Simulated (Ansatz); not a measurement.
BP:

```
P B
1.0
     0.00000    2.26900    2.26900
     2.26900    0.00000    2.26900
     2.26900    2.26900    0.00000
P B
1 1
Direct
  0.75000 0.75000 0.75000
  0.00000 0.00000 0.00000
```

- Program: Ansatz 0.2.0
- Task: relaxation of cell and atoms
- Functional: BLYP
- Dispersion: D3(BJ)
- Potentials or basis: all-electron LAPW, scalar-relativistic
- Basis error allowed: 0.001 eV/atom
- k mesh: 10 × 10 × 10
- Occupations: fermi-dirac, width 0.05 eV
- Spin: no spin polarisation

At the start: volume 11.68 Å³/atom.

Question: How do energy, volume and symmetry change on relaxing?

Answer: Over 5 steps the energy falls by 2.6 meV/atom and the volume is 11.44 Å³/atom (-2.1 %); space group F-43m (No. 216, to 0.05 Å).

Step by step:
```
step  energy change (eV)  largest force (eV/Å)  volume (Å³)
   1              0.0000                0.0000        23.36
   2             -0.0041                0.0000        23.10
   3             -0.0053                0.0000        22.87
   4             -0.0053                0.0000        22.87
   5             -0.0053                0.0000        22.87
```

Final structure:
```
P B
1.0
     0.00000    2.25306    2.25306
     2.25306    0.00000    2.25306
     2.25306    2.25306    0.00000
P B
1 1
Direct
  0.75000 0.75000 0.75000
  0.00000 0.00000 0.00000
```
